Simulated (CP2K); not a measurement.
# ZrB2 (P6/mmm) in CP2K: single point with LDA

Aim: the single point of ZrB2 with LDA.

Everything below comes from runs of CP2K 2026.2. Logs are shortened: lines on timing, memory, paths and dates and some standing lists are left out, and cuts for length are marked.

## Step 1: The crystal as given

It takes space group P6/mmm (No. 191, hexagonal). The conventional cell has a = 3.170 Å, b = 3.170 Å, c = 3.533 Å, α = 90.00°, β = 90.00°, γ = 120.00°. Zr (site symmetry 6/mmm) has 12 B at 2.54 Å as nearest neighbours. B (site symmetry -6m2) is surrounded by 3 B at 1.83 Å.

## Step 2: Single point, LDA

File zrb2_scf.inp:

```
&GLOBAL
  PROJECT zrb2_scf
  RUN_TYPE ENERGY_FORCE
  PRINT_LEVEL LOW
&END GLOBAL
&FORCE_EVAL
  METHOD QS
  STRESS_TENSOR ANALYTICAL
  &DFT
    BASIS_SET_FILE_NAME BASIS_MOLOPT_UZH
    POTENTIAL_FILE_NAME GTH_POTENTIALS
    &MGRID
      CUTOFF 450
      REL_CUTOFF 60
      NGRIDS 4
    &END MGRID
    &QS
      METHOD GPW
      EPS_DEFAULT 1.0E-10
    &END QS
    &KPOINTS
      SCHEME MONKHORST-PACK 10 10 8
      GAMMA_CENTERED T
      SYMMETRY T
      SYMMETRY_BACKEND SPGLIB
    &END KPOINTS
    &SCF
      SCF_GUESS ATOMIC
      EPS_SCF 1.0E-6
      MAX_SCF 100
      ADDED_MOS 15
      CHOLESKY OFF
      EPS_EIGVAL 1.0E-7
      &DIAGONALIZATION ON
        ALGORITHM STANDARD
      &END DIAGONALIZATION
      &MIXING ON
        METHOD BROYDEN_MIXING
        ALPHA 0.4
        BETA 1.5
        NBUFFER 8
      &END MIXING
      &SMEAR ON
        METHOD GAUSSIAN
        SIGMA [eV] 0.1
      &END SMEAR
    &END SCF
    &XC
      &XC_FUNCTIONAL
        &LDA_X
        &END LDA_X
        &LDA_C_PW
        &END LDA_C_PW
      &END XC_FUNCTIONAL
    &END XC
    &PRINT
      &KPOINTS ON
      &END KPOINTS
      &MULLIKEN ON
      &END MULLIKEN
      &MO ON
        ENERGIES T
        OCCUPATION_NUMBERS T
        &EACH
          QS_SCF 0
        &END EACH
        ADD_LAST NUMERIC
      &END MO
      &LOWDIN ON
      &END LOWDIN
      &HIRSHFELD ON
        SHAPE_FUNCTION DENSITY
      &END HIRSHFELD
      &E_DENSITY_CUBE ON
        STRIDE 1
      &END E_DENSITY_CUBE
      &V_HARTREE_CUBE ON
        STRIDE 1
      &END V_HARTREE_CUBE
      &ELF_CUBE ON
        STRIDE 1
      &END ELF_CUBE
    &END PRINT
  &END DFT
  &SUBSYS
    &CELL
      A 3.1700000000 0.0000000000 0.0000000000
      B -1.5850000000 2.7453005300 0.0000000000
      C 0.0000000000 0.0000000000 3.5330000000
      PERIODIC XYZ
    &END CELL
    &COORD
      SCALED
      Zr  0.0000000000 0.0000000000 0.0000000000
      B   0.6666666667 0.3333333333 0.5000000000
      B   0.3333333333 0.6666666667 0.5000000000
    &END COORD
    &KIND Zr
      BASIS_SET TZVP-MOLOPT-PBE-GTH-q12
      POTENTIAL GTH-PADE-q12
    &END KIND
    &KIND B
      BASIS_SET TZVP-MOLOPT-PBE-GTH-q3
      POTENTIAL GTH-PADE-q3
    &END KIND
    &PRINT
      &ATOMIC_COORDINATES ON
      &END ATOMIC_COORDINATES
      &CELL ON
      &END CELL
    &END PRINT
  &END SUBSYS
  &PRINT
    &FORCES ON
    &END FORCES
    &STRESS_TENSOR ON
    &END STRESS_TENSOR
  &END PRINT
&END FORCE_EVAL
```

Potentials or basis: GTH_POTENTIALS Zr GTH-PADE-q12, B GTH-PADE-q3; TZVP-MOLOPT-PBE-GTH basis.

On the command line:

```
> OMP_NUM_THREADS=1 cp2k.psmp -i zrb2_scf.inp -o zrb2_scf.out
```

zrb2_scf.out:

```text

 CP2K| version string:                                       CP2K version 2026.2
 CP2K| Input file name                                              zrb2_scf.inp

 GLOBAL| Force Environment number                                              1
 GLOBAL| Basis set file name                                    BASIS_MOLOPT_UZH
 GLOBAL| Potential file name                                      GTH_POTENTIALS
 GLOBAL| MM Potential file name                                     MM_POTENTIAL
 GLOBAL| Coordinate file name                                      __STD_INPUT__
 GLOBAL| Method name                                                        CP2K
 GLOBAL| Project name                                                   zrb2_scf
 GLOBAL| Run type                                                   ENERGY_FORCE
 GLOBAL| FFT library                                                       FFTW3
[... 8 lines left out ...]
 GLOBAL| CPU model name                                                  UNKNOWN

 CELL| Volume [angstrom^3]:                                            30.746295
 CELL| Vector a [angstrom]:       3.170     0.000     0.000   |a| =     3.170000
 CELL| Vector b [angstrom]:      -1.585     2.745     0.000   |b| =     3.170000
 CELL| Vector c [angstrom]:       0.000     0.000     3.533   |c| =     3.533000
 CELL| Angle (b,c), alpha [degree]:                                    90.000000
 CELL| Angle (a,c), beta  [degree]:                                    90.000000
 CELL| Angle (a,b), gamma [degree]:                                   120.000000
 CELL| Numerically orthorhombic:                                              NO
 CELL| Periodicity                                                           XYZ

 CELL_REF| Volume [angstrom^3]:                                        30.746295
 CELL_REF| Vector a [angstrom     3.170     0.000     0.000   |a| =     3.170000
 CELL_REF| Vector b [angstrom    -1.585     2.745     0.000   |b| =     3.170000
 CELL_REF| Vector c [angstrom     0.000     0.000     3.533   |c| =     3.533000
 CELL_REF| Angle (b,c), alpha [degree]:                                90.000000
 CELL_REF| Angle (a,c), beta  [degree]:                                90.000000
 CELL_REF| Angle (a,b), gamma [degree]:                               120.000000
 CELL_REF| Numerically orthorhombic:                                          NO
 CELL_REF| Periodicity                                                       XYZ
[... 9 lines left out ...]
 TOTAL NUMBERS AND MAXIMUM NUMBERS

  Total number of            - Atomic kinds:                                   2
                             - Atoms:                                          3
                             - Shell sets:                                     3
                             - Shells:                                        25
                             - Primitive Cartesian functions:                 17
                             - Cartesian basis functions:                     77
                             - Spherical basis functions:                     69

  Maximum angular momentum of- Orbital basis functions:                        3
                             - Local part of the GTH pseudopotential:          2
                             - Non-local part of the GTH pseudopotential:      4

 MODULE QUICKSTEP: ATOMIC COORDINATES IN ANGSTROM

   Atom Kind Element         X             Y             Z       Z(eff)     Mass
      1    1 Zr   40      0.000000      0.000000      0.000000  12.0000  91.2240
      2    2 B     5      1.585000      0.915100      1.766500   3.0000  10.8110
      3    2 B     5     -0.000000      1.830200      1.766500   3.0000  10.8110

 SCF PARAMETERS         Density guess:                                    ATOMIC
[... 9 lines left out ...]
                        --------------------------------------------------------
                        level_shift [a.u.]:                             0.000000
                        added MOs                                        15    0
                        --------------------------------------------------------
                        Mixing method:                            BROYDEN_MIXING
                                                charge density mixing in g-space
                        --------------------------------------------------------
                        Smear method:                                   GAUSSIAN
                        Smearing width (sigma) [a.u.]:                  3.67E-03
                        Accuracy threshold:                             1.00E-10
                        --------------------------------------------------------
                        No outer SCF

 *******************************************************************************
                                    Kpoints
 *******************************************************************************
 BRILLOUIN| K-point scheme                                        Monkhorst-Pack
 BRILLOUIN| K-Point grid                                            10   10    8
 BRILLOUIN| Gamma-centered k-point mesh                                     ON
[... 50 lines left out ...]
 Extrapolation method: initial_guess

 Number of electrons:                                                         18
 Number of occupied orbitals:                                                  9
 Number of molecular orbitals:                                                24

 Number of orbital functions:                                                 69
 Number of independent orbital functions:                                     69

 SCF WAVEFUNCTION OPTIMIZATION

  Step     Update method      Time    Convergence         Total energy    Change
  ------------------------------------------------------------------------------
     1 NoMix/Diag. 0.40E+00    9.4     2.78220301       -53.8457047680 -5.38E+01
     2 Broy./Diag. 0.40E+00    8.0     0.07656815       -53.5432705432  3.02E-01
     3 Broy./Diag. 0.40E+00    8.0     0.13999132       -53.3022075548  2.41E-01
     4 Broy./Diag. 0.40E+00    8.0     0.04292662       -52.9973312838  3.05E-01
     5 Broy./Diag. 0.40E+00    8.0     0.01093330       -53.0370978087 -3.98E-02
     6 Broy./Diag. 0.40E+00    8.1     0.00121785       -53.0163340755  2.08E-02
     7 Broy./Diag. 0.40E+00    8.1     0.00062103       -53.0147335455  1.60E-03
     8 Broy./Diag. 0.40E+00    8.1     0.00010392       -53.0118882273  2.85E-03
     9 Broy./Diag. 0.40E+00    8.2     0.00016676       -53.0118937516 -5.52E-06
    10 Broy./Diag. 0.40E+00    8.2     0.00002083       -53.0119228320 -2.91E-05
    11 Broy./Diag. 0.40E+00    8.2     0.00001345       -53.0119826729 -5.98E-05
    12 Broy./Diag. 0.40E+00    8.2     0.00000360       -53.0120019376 -1.93E-05
    13 Broy./Diag. 0.40E+00    8.2     0.00000090       -53.0120029877 -1.05E-06

  *** SCF run converged in    13 steps ***

  Electronic density on regular grids:        -17.9999999997        0.0000000003
  Core density on regular grids:               17.9999999977       -0.0000000023
  Total charge density on r-space grids:       -0.0000000020
  Total charge density g-space grids:          -0.0000000020

  Overlap energy of the core charge distribution:               0.00000013595573
  Self energy of the core charge distribution:                -98.13072580838026
  Core Hamiltonian energy:                                     23.07321977803516
  Hartree energy:                                              30.18555246585066
  Exchange-correlation energy:                                 -8.13998794267299
  Smearing free energy correction:                             -0.00006161647698
  Fermi energy:                                                 0.45705691108081

  Total energy:                                               -53.01200298771983
  Total energy (extrapolated to sigma->0):                    -53.01197217948134

 MO| EIGENVALUES AND OCCUPATION NUMBERS FOR K POINT 1
 MO|
 MO|  Index      Eigenvalue [a.u.]        Eigenvalue [eV]             Occupation
 MO|      1              -1.353626             -36.834042               2.000000
 MO|      2              -0.548149             -14.915891               2.000000
 MO|      3              -0.542491             -14.761927               2.000000
 MO|      4              -0.534009             -14.531136               2.000000
 MO|      5               0.121591               3.308649               2.000000
 MO|      6               0.177316               4.825020               2.000000
[... 419 lines left out ...]
 MO|     23               1.324767              36.048744               0.000000
 MO|     24               1.362189              37.067059               0.000000
 MO| Sum:                                                              18.000000
 MO| E(Fermi):            0.457057 a.u.         12.437151 eV
 MO| Band gap:            0.078231 a.u.          2.128767 eV

 [... the levels of further k-points ...]

 The electron density is written in Cube    file format to the file:

 zrb2_scf-ELECTRON_DENSITY-1_0.cube

 !-----------------------------------------------------------------------------!
                     Mulliken Population Analysis

 #  Atom  Element  Kind  Atomic population                           Net charge
       1     Zr       1         13.188030                             -1.188030
       2     B        2          2.405588                              0.594412
       3     B        2          2.406382                              0.593618
 # Total charge                             18.000000                  0.000000

 !-----------------------------------------------------------------------------!

 !-----------------------------------------------------------------------------!
                           Hirshfeld Charges

  #Atom  Element  Kind  Ref Charge     Population                    Net charge
      1       Zr     1      12.000         11.756                         0.244
      2       B      2       3.000          3.122                        -0.122
      3       B      2       3.000          3.122                        -0.122

  Total Charge                                                           -0.000
 !-----------------------------------------------------------------------------!

 LOWDIN POPULATION ANALYSIS

 #  Atom  Element  Kind  Atomic population                           Net charge
       1     Zr       1         12.258167                             -0.258167
       2     B        2          2.870916                              0.129084
       3     B        2          2.870917                              0.129083
 # Total charge                             18.000000                  0.000000

               ----- ELF is computed on the real space grid -----

 ELF is written in Cube    file format to the file:

 zrb2_scf-ELF_S1-1_0.cube

 ENERGY| Total FORCE_EVAL ( QS ) energy [hartree]            -53.012001755726260

 FORCES| Atomic forces [hartree/bohr]
 FORCES|   Atom     x               y               z               |f|
 FORCES|      1  1.72679183E-08 -9.12915155E-08 -3.02888017E-15   9.29102890E-08
 FORCES|      2 -6.52443205E-08  1.41486321E-07 -5.07058247E-16   1.55805007E-07
 FORCES|      3  4.79687205E-08 -5.01800015E-08 -1.52069909E-16   6.94192387E-08
 FORCES| Sum    -7.68169826E-12  1.48037426E-11 -3.68800833E-15
 FORCES| Total atomic force                                       1.66781083E-11

 STRESS| Analytical stress tensor [bar]
 STRESS|                        x                   y                   z
 STRESS|      x       -1.00965459485E+05   1.16142429120E-01   3.74311594306E-09
 STRESS|      y        1.16142429120E-01  -1.00967508496E+05  -2.52662271757E-09
 STRESS|      z        3.74311594306E-09  -2.52662271757E-09  -8.85664014659E+04
 STRESS| 1/3 Trace                                            -9.68331231490E+04
 STRESS| Determinant                                          -9.02866345493E+14

 STRESS| Eigenvectors and eigenvalues of the analytical stress tensor [bar]
 STRESS|                        1                   2                   3
 STRESS| Eigenvalues  -1.00967515058E+05  -1.00965452923E+05  -8.85664014659E+04
 STRESS|      x          -0.056411272128      0.998407616346      0.000000000000
 STRESS|      y           0.998407616346      0.056411272128     -0.000000000000
 STRESS|      z           0.000000000000     -0.000000000000      1.000000000000
```

Run time: 2.4 min. Hardware: 1 thread of Arm Neoverse V2, shared host; peak memory 0.41 GiB.

What came out:

| Property | Result |
| --- | --- |
| Free energy | -1442.5299 eV |
| Pressure | -9.7 GPa |
| Band gap on the k mesh | none (metal or under the smearing width) |
| Mulliken charges | Zr -1.19; B +0.59 e |
| Hirshfeld charges | Zr +0.24; B -0.12 e |

Stress tensor (GPa, compression positive):
```
-10.10   0.00   0.00
  0.00 -10.10   0.00
  0.00   0.00  -8.86
```

Levels at points of the mesh, in eV from the Fermi level:
```tsv
k point	band 6	band 7	band 8	band 9	band 10	band 11	band 12	band 13
(0.00, 0.00, 0.00)	-2.53	-2.53	-2.49	-2.21	3.47	3.47	4.24	4.24
(0.00, 0.00, 0.50)	-6.84	-0.87	-0.87	0.42	0.42	0.86	0.86	1.90
(0.00, 0.50, 0.00)	-8.26	-3.79	-2.95	-2.58	2.36	2.39	5.01	5.11
(0.00, 0.50, 0.50)	-6.80	-4.51	-4.02	-1.86	3.80	4.47	5.38	6.35
```

Caveat: Mulliken charges move with the basis; the basis of atomic orbitals isn't converged, which shifts pressures, moduli and gaps.
